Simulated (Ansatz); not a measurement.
# Sc in Cu(111), 2x2: scattering by a point defect, part 2 of 3

Aim: the resistance that Sc in Cu(111), 2x2 adds to the host.

Ansatz 0.2.0; Ansatz plane-wave DFT, PBE, PAW files; ballistic transport by layer matching (Landauer), zero bias; PAW set soft_1 (the session's first sound run).

So far, resistivity per at.% scaled from this dense plane, with the factor 3/4 for isotropic scattering (µΩ cm): step 3 (resistance at ideal sites) 6.62.

## (4) Relaxing the neighbours

The neighbours of the defect are let go while the lead's layers stay on their sites, since a lead must repeat to 0.01 Å.

This step: Ansatz plane-wave DFT, PBE, PAW files; relaxation with the lead's layers held; PAW set soft_1 (Ansatz 0.2.0).

Input file input.yaml:

```yaml
crystal:
  lattice:
    - [5.1123254594, 0.0, 0.0]
    - [-2.5561627297, 4.4274037203, 0.0]
    - [-1.2780813649, 0.73790062, 22.9580794202]
  atoms:
    - { symbol: Cu, position: [0.0075757576, 0.9924242424, 0.0454545455] }
    - { symbol: Cu, position: [0.0075757576, 0.4924242424, 0.0454545455] }
    - { symbol: Cu, position: [0.5075757576, 0.9924242424, 0.0454545455] }
    - { symbol: Cu, position: [0.5075757576, 0.4924242424, 0.0454545455] }
    - { symbol: Cu, position: [0.1893939394, 0.3106060606, 0.1363636364] }
    - { symbol: Cu, position: [0.1893939394, 0.8106060606, 0.1363636364] }
    - { symbol: Cu, position: [0.6893939394, 0.3106060606, 0.1363636364] }
    - { symbol: Cu, position: [0.6893939394, 0.8106060606, 0.1363636364] }
    - { symbol: Cu, position: [0.3712121212, 0.1287878788, 0.2272727273] }
    - { symbol: Cu, position: [0.3712121212, 0.6287878788, 0.2272727273] }
    - { symbol: Cu, position: [0.8712121212, 0.1287878788, 0.2272727273] }
    - { symbol: Cu, position: [0.8712121212, 0.6287878788, 0.2272727273] }
    - { symbol: Cu, position: [0.053030303, 0.946969697, 0.3181818182] }
    - { symbol: Cu, position: [0.053030303, 0.446969697, 0.3181818182] }
    - { symbol: Cu, position: [0.553030303, 0.946969697, 0.3181818182] }
    - { symbol: Cu, position: [0.553030303, 0.446969697, 0.3181818182] }
    - { symbol: Cu, position: [0.2348484848, 0.2651515152, 0.4090909091] }
    - { symbol: Cu, position: [0.2348484848, 0.7651515152, 0.4090909091] }
    - { symbol: Cu, position: [0.7348484848, 0.2651515152, 0.4090909091] }
    - { symbol: Cu, position: [0.7348484848, 0.7651515152, 0.4090909091] }
    - { symbol: Sc, position: [0.4166666667, 0.0833333333, 0.5] }
    - { symbol: Cu, position: [0.4166666667, 0.5833333333, 0.5] }
    - { symbol: Cu, position: [0.9166666667, 0.0833333333, 0.5] }
    - { symbol: Cu, position: [0.9166666667, 0.5833333333, 0.5] }
    - { symbol: Cu, position: [0.0984848485, 0.9015151515, 0.5909090909] }
    - { symbol: Cu, position: [0.0984848485, 0.4015151515, 0.5909090909] }
    - { symbol: Cu, position: [0.5984848485, 0.9015151515, 0.5909090909] }
    - { symbol: Cu, position: [0.5984848485, 0.4015151515, 0.5909090909] }
    - { symbol: Cu, position: [0.2803030303, 0.2196969697, 0.6818181818] }
    - { symbol: Cu, position: [0.2803030303, 0.7196969697, 0.6818181818] }
    - { symbol: Cu, position: [0.7803030303, 0.2196969697, 0.6818181818] }
    - { symbol: Cu, position: [0.7803030303, 0.7196969697, 0.6818181818] }
    - { symbol: Cu, position: [0.4621212121, 0.0378787879, 0.7727272727] }
    - { symbol: Cu, position: [0.4621212121, 0.5378787879, 0.7727272727] }
    - { symbol: Cu, position: [0.9621212121, 0.0378787879, 0.7727272727] }
    - { symbol: Cu, position: [0.9621212121, 0.5378787879, 0.7727272727] }
    - { symbol: Cu, position: [0.1439393939, 0.8560606061, 0.8636363636] }
    - { symbol: Cu, position: [0.1439393939, 0.3560606061, 0.8636363636] }
    - { symbol: Cu, position: [0.6439393939, 0.8560606061, 0.8636363636] }
    - { symbol: Cu, position: [0.6439393939, 0.3560606061, 0.8636363636] }
    - { symbol: Cu, position: [0.3257575758, 0.1742424242, 0.9545454545] }
    - { symbol: Cu, position: [0.3257575758, 0.6742424242, 0.9545454545] }
    - { symbol: Cu, position: [0.8257575758, 0.1742424242, 0.9545454545] }
    - { symbol: Cu, position: [0.8257575758, 0.6742424242, 0.9545454545] }
kpoints:
  mp_grid: { grid: [5, 5, 1] }
hamiltonian:
  xc: pbe
  pseudopotentials: { kind: paw, azcp: { folder: soft_1 } }
scf:
  occupations: { method: fermi_dirac, width: 0.1 }
relax:
  f_tol: 0.03
  max_steps: 40
  constraints:
    - { sites: [0, 1, 2, 3, 4, 5, 6, 7, 8, 9, 10, 11, 32, 33, 34, 35, 36, 37, 38, 39, 40, 41, 42, 43] }
```

On the command line:

```bash
$ ansatz run input.yaml --threads 4 --pin off --max-ram 15360MiB --backend cpu --events-out ev --progress --plain --runs-dir out
```

Numbers of over 12 decimals in the logs are rounded to 6 here.

Log:

```text
[...]
Crystal: 44 atoms, lattice volume = 519.641 Å³
Basis set: ecut = 420 eV, 10219 PW (Γ), exchange–correlation on 72×72×320 points (8 copies of the dense FFT grid, shifted against one another)
Bands: 497, of which v1, the nominal top of the filled ones, is band 414 counted from 1 (413 counted from 0)
Symmetry: 4 space group operations
[...]
k-points: 9 of 25
[...]
SCF iter   1: F=—  HF=-287092.959977 eV  |F-HF|=—  |Δ(HF+E_count)|=         —  Δρ=3.80e-1  dr2=2.84e3  ethr=3.10e-3  ⟨swp⟩=4.6  Hψ=13205  notcnv=0  defer=30
[...]
SCF iter  14: F=-287018.422420 eV  HF=-287018.422424 eV  |F-HF|=3.57e-6  |Δ(HF+E_count)|=   4.66e-6  Δρ=1.28e-5  dr2=4.06e-6  ethr=2.72e-9  ⟨swp⟩=3.0  Hψ=11949  notcnv=0
SCF 1 converged in 14 iterations: F = -287018.422420 eV  dr2 = 4.06e-6
[...]
relax step   1: F+E_penalty+E_count = -287018.42242007 eV  Δ(F+E_penalty+E_count) = +0.000e0 eV  max|allowed force component| = 5.571e-1 eV/Å  Δτ_max = 0.0000 Å  (14 SCF iters, dr2 threshold 2.25e-5 eV, accepted)
[...]
iter 1 solved again at ethr=9.78e-6 eV; its pass at ethr=3.10e-3 eV (dr2=8.10e-2 eV) is discarded
[...]
SCF iter   7: F=-287018.545749 eV  HF=-287018.545753 eV  |F-HF|=3.82e-6  |Δ(HF+E_count)|=   1.84e-6  Δρ=1.45e-5  dr2=3.76e-6  ethr=2.34e-9  ⟨swp⟩=3.0  Hψ=10183  notcnv=0
SCF 2 converged in 7 iterations: F = -287018.545749 eV  dr2 = 3.76e-6
[...]
relax step   2: F+E_penalty+E_count = -287018.54574874 eV  Δ(F+E_penalty+E_count) = -1.233e-1 eV  max|allowed force component| = 3.069e-1 eV/Å  Δτ_max = 0.0391 Å  (7 SCF iters, dr2 threshold 1.94e-5 eV, accepted)
SCF iter   1: F=—  HF=-287018.633440 eV  |F-HF|=—  |Δ(HF+E_count)|=         —  Δρ=4.90e-3  dr2=1.32e-1  ethr=1.28e-4  ⟨swp⟩=5.0  Hψ=9153  notcnv=0  defer=530
[...]
SCF iter   7: F=-287018.605181 eV  HF=-287018.605184 eV  |F-HF|=3.49e-6  |Δ(HF+E_count)|=   1.41e-7  Δρ=2.77e-5  dr2=3.26e-6  ethr=7.11e-10  ⟨swp⟩=2.0  Hψ=12170  notcnv=0
SCF 3 converged in 7 iterations: F = -287018.605181 eV  dr2 = 3.26e-6
relax step   3: F+E_penalty+E_count = -287018.60518081 eV  Δ(F+E_penalty+E_count) = -5.943e-2 eV  max|allowed force component| = 4.195e-2 eV/Å  Δτ_max = 0.0496 Å  (7 SCF iters, dr2 threshold 5.88e-6 eV, accepted)
SCF iter   1: F=—  HF=-287018.605988 eV  |F-HF|=—  |Δ(HF+E_count)|=         —  Δρ=4.30e-4  dr2=4.29e-4  ethr=1.25e-6  ⟨swp⟩=4.1  Hψ=8051  notcnv=0  defer=530
[...]
SCF iter   6: F=-287018.605600 eV  HF=-287018.605600 eV  |F-HF|=3.13e-8  |Δ(HF+E_count)|=   4.49e-8  Δρ=2.51e-6  dr2=3.17e-8  ethr=1.21e-11  ⟨swp⟩=3.0  Hψ=11855  notcnv=0
SCF 4 converged in 6 iterations: F = -287018.605600 eV  dr2 = 3.17e-8
relax step   4: F+E_penalty+E_count = -287018.60560046 eV  Δ(F+E_penalty+E_count) = -4.196e-4 eV  max|allowed force component| = 3.202e-3 eV/Å  Δτ_max = 0.0071 Å  (6 SCF iters, accepted)
SCF converged after 6 iterations
Free energy (F): -287018.605600 eV
[...]
Internal energy: -287018.096517 eV  (E = F + TS)
E sigma→0 (E₀):  -287018.351059 eV
Entropy (-TS):   -0.509083 eV (-11.570 meV/atom)
Fermi energy:    16.495682 eV
[...]
--- Forces (eV/Å), atoms counted from 1 ---
  atom   1  Cu    -0.00315416     0.00130910     0.00427452
  atom   2  Cu     0.00213562    -0.00123300    -0.01220432
  atom   3  Cu     0.00319733    -0.00184598     0.01209883
  atom   4  Cu    -0.00271079     0.00207703     0.00427452
  atom   5  Cu    -0.01045807     0.00603797    -0.00122586
  atom   6  Cu    -0.00617744    -0.01503395    -0.01098977
  atom   7  Cu     0.00993107     0.01286680    -0.01098977
  atom   8  Cu     0.00695953    -0.00401809    -0.02273735
  atom   9  Cu     0.00063593    -0.00036716    -0.12118311
  atom  10  Cu     0.06673462     0.03956264    -0.16190376
  atom  11  Cu    -0.00089494    -0.07757520    -0.16190376
  atom  12  Cu    -0.06425240     0.03709614    -0.15379047
  atom  13  Cu     0.00072603     0.00024275     0.00007345
  atom  14  Cu     0.00009245    -0.00005338     0.00244047
  atom  15  Cu    -0.00041307     0.00023848    -0.00006260
  atom  16  Cu     0.00015279    -0.00075013     0.00007345
  atom  17  Cu    -0.00320178     0.00184855    -0.00137355
  atom  18  Cu    -0.00000864    -0.00187365     0.00082655
  atom  19  Cu     0.00161831     0.00094431     0.00082655
  atom  20  Cu     0.00012393    -0.00007155     0.00204651
  atom  21  Sc     0.00000000     0.00000000     0.00000000
  atom  22  Cu     0.00000000     0.00000000     0.00000000
  atom  23  Cu    -0.00000000     0.00000000     0.00000000
  atom  24  Cu     0.00000000     0.00000000     0.00000000
  atom  25  Cu    -0.00161831    -0.00094431    -0.00082655
  atom  26  Cu    -0.00012393     0.00007155    -0.00204651
  atom  27  Cu     0.00320178    -0.00184855     0.00137355
  atom  28  Cu     0.00000864     0.00187365    -0.00082655
  atom  29  Cu     0.00041307    -0.00023848     0.00006260
  atom  30  Cu    -0.00015279     0.00075013    -0.00007345
  atom  31  Cu    -0.00072603    -0.00024275    -0.00007345
  atom  32  Cu    -0.00009245     0.00005338    -0.00244047
  atom  33  Cu    -0.00063593     0.00036716     0.12118311
  atom  34  Cu    -0.06673462    -0.03956264     0.16190376
  atom  35  Cu     0.00089494     0.07757520     0.16190376
  atom  36  Cu     0.06425240    -0.03709614     0.15379047
  atom  37  Cu    -0.00993107    -0.01286680     0.01098977
  atom  38  Cu    -0.00695953     0.00401809     0.02273735
  atom  39  Cu     0.01045807    -0.00603797     0.00122586
  atom  40  Cu     0.00617744     0.01503395     0.01098977
  atom  41  Cu    -0.00319733     0.00184598    -0.01209883
  atom  42  Cu     0.00271079    -0.00207703    -0.00427452
  atom  43  Cu     0.00315416    -0.00130910    -0.00427452
  atom  44  Cu    -0.00213562     0.00123300     0.01220432
  max |Σ_I F_I| component: 8.15e-17 eV/Å
--- Relaxed structure (4 steps of the walk, 4 accepted, 0 SCFs on fresh bases) ---
  F+E_penalty+E_count = -287018.60560046 eV   max|allowed force component| = 3.202e-3 eV/Å
  atoms:
    - { symbol: Cu, position: [0.00757576, 0.992424, 0.0454545455] }
    - { symbol: Cu, position: [0.00757576, 0.492424, 0.045455] }
    - { symbol: Cu, position: [0.507576, 0.992424, 0.0454545455] }
    - { symbol: Cu, position: [0.507576, 0.492424, 0.0454545455] }
    - { symbol: Cu, position: [0.189394, 0.310606, 0.136364] }
    - { symbol: Cu, position: [0.189394, 0.810606, 0.1363636364] }
    - { symbol: Cu, position: [0.689394, 0.310606, 0.1363636364] }
    - { symbol: Cu, position: [0.689394, 0.810606, 0.136364] }
    - { symbol: Cu, position: [0.371212, 0.128788, 0.2272727273] }
    - { symbol: Cu, position: [0.371212, 0.628788, 0.2272727273] }
    - { symbol: Cu, position: [0.871212, 0.128788, 0.2272727273] }
    - { symbol: Cu, position: [0.871212, 0.628788, 0.2272727273] }
    - { symbol: Cu, position: [0.051529, 0.946328, 0.317188] }
    - { symbol: Cu, position: [0.052650, 0.447350, 0.314962] }
    - { symbol: Cu, position: [0.553635, 0.946365, 0.317168] }
    - { symbol: Cu, position: [0.553672, 0.448471, 0.317188] }
    - { symbol: Cu, position: [0.231656, 0.268344, 0.405405] }
    - { symbol: Cu, position: [0.231533, 0.759492, 0.405336] }
    - { symbol: Cu, position: [0.740508, 0.268467, 0.405336] }
    - { symbol: Cu, position: [0.735142, 0.764858, 0.409492] }
    - { symbol: Sc, position: [0.416667, 0.083333, 0.5] }
    - { symbol: Cu, position: [0.416667, 0.583333, 0.5] }
    - { symbol: Cu, position: [0.916667, 0.083333, 0.5] }
    - { symbol: Cu, position: [0.916667, 0.583333, 0.5] }
    - { symbol: Cu, position: [0.092825, 0.898200, 0.594664] }
    - { symbol: Cu, position: [0.098191, 0.401809, 0.590508] }
    - { symbol: Cu, position: [0.601677, 0.898323, 0.594595] }
    - { symbol: Cu, position: [0.601800, 0.407175, 0.594664] }
    - { symbol: Cu, position: [0.279699, 0.220301, 0.682832] }
    - { symbol: Cu, position: [0.279661, 0.718196, 0.682812] }
    - { symbol: Cu, position: [0.781804, 0.220339, 0.682812] }
    - { symbol: Cu, position: [0.780684, 0.719316, 0.685038] }
    - { symbol: Cu, position: [0.462121, 0.037879, 0.7727272727] }
    - { symbol: Cu, position: [0.462121, 0.537879, 0.772727] }
    - { symbol: Cu, position: [0.962121, 0.037879, 0.772727] }
    - { symbol: Cu, position: [0.962121, 0.537879, 0.772727] }
    - { symbol: Cu, position: [0.143939, 0.856061, 0.8636363636] }
    - { symbol: Cu, position: [0.143939, 0.356061, 0.8636363636] }
    - { symbol: Cu, position: [0.643939, 0.856061, 0.8636363636] }
    - { symbol: Cu, position: [0.643939, 0.356061, 0.8636363636] }
    - { symbol: Cu, position: [0.325758, 0.174242, 0.9545454545] }
    - { symbol: Cu, position: [0.325758, 0.674242, 0.954545] }
    - { symbol: Cu, position: [0.825758, 0.174242, 0.954545] }
    - { symbol: Cu, position: [0.825758, 0.674242, 0.954545] }
```

Elapsed: 2.2 min, on 4 threads of Intel Xeon Platinum 8488C (Sapphire Rapids), shared host; peak memory 5.2 GiB.

Step by step:

```
step  energy less that of the first step (eV)  largest force component (eV/Å)
   1                                   0.0000                          0.5571
   2                                  -0.1233                          0.3069
   3                                  -0.1828                          0.0419
   4                                  -0.1832                          0.0032
```

The run keeps the 4 symmetry operations that it works with, so distortions that break them were not tested.

The atoms that moved most (Å):

```
atom      dx      dy      dz  length
Cu25  -0.025  -0.012   0.086   0.091
Cu28  -0.002   0.028   0.086   0.091
Cu19   0.025   0.012  -0.086   0.091
Cu18   0.002  -0.028  -0.086   0.091
Cu27   0.020  -0.011   0.085   0.088
Cu17  -0.020   0.011  -0.085   0.088
Cu32  -0.001   0.001   0.074   0.074
Cu14   0.001  -0.001  -0.074   0.074
```

This step gave:

```yaml
free_energy: -287018.6056 eV
energy_at_zero_smearing: -287018.3511 eV
fermi_energy: 16.50 eV
```

The largest force component on a free atom ends at 0.0032 eV/Å, under the tolerance of 0.03, after 4 steps.

[end of part 2 of 3]

[Logs are printed without paths, hosts, clocks, repeated set-up lines and the standing remarks that a program may print on its own settings, such as how far it seeks lower states.]

[Hosts, paths, dates, database ids (printed as entryN), source tags and the programs' standing remarks are cut or masked in the printed files.]
